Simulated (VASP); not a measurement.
# BaS: phonons with LDA

The system is BaS.

```xyz
2
Lattice="0.0000 3.1938 3.1938 3.1938 0.0000 3.1938 3.1938 3.1938 0.0000" Properties=species:S:1:pos:R:3 pbc="T T T"
Ba    0.0000    0.0000    0.0000
S     3.1938    3.1938    3.1938
```

```yaml
Program: VASP 6.6.1
Task: phonons
Functional: LDA
Potentials_or_basis: VASP PAW LDA potentials, release 64 (Ba_sv, S)
Cutoff: 600 eV
k_mesh: 5 × 5 × 5
Occupations: fermi-dirac, width 0.05 eV
Spin: no spin polarisation
Further_INCAR_settings: ALGO = Normal; EDIFF = 1e-08; IBRION = 6; POTIM = 0.015; NSW = 1
```

```
Relaxed volume                                          : 31.31 Å³/atom
Relaxed cell                                            : a = 4.458 Å, b = 4.458 Å, c = 4.458 Å, α = 60.00°, β = 60.00°, γ = 60.00°
Space group after relaxing (to 0.05 Å)                  : Fm-3m (No. 225)
Highest phonon frequency at Γ, LO-TO splitting left out : 152 cm⁻¹
```

The path:
```
step  energy change (eV)  largest force (eV/Å)  pressure (GPa)  volume (Å³)
   1              0.0000                0.0000           -1.82        65.15
   2             -0.0127                0.0000            0.75        61.73
   3             -0.0148                0.0000            0.00        62.63
```

Final structure:
```yaml
crystal:
  lattice:
    - [0.00000, 3.15197, 3.15197]
    - [3.15197, 0.00000, 3.15197]
    - [3.15197, 3.15197, 0.00000]
  atoms:
    - { symbol: Ba, position: [0.00000, 0.00000, 0.00000] }
    - { symbol: S, position: [0.50000, 0.50000, 0.50000] }
```

Phonon frequencies in cm⁻¹ (negative: imaginary):
| q point | frequencies |
| --- | --- |
| (0.000, 0.000, 0.000) | 0 0 0 152 152 152 |

Run time: 30 s on 1 thread of Intel(R) Xeon(R) 6975P-C (Granite Rapids), with other jobs on the host, peak memory 0.18 GiB.

Spin-orbit coupling is left out, which matters for the levels of Ba.
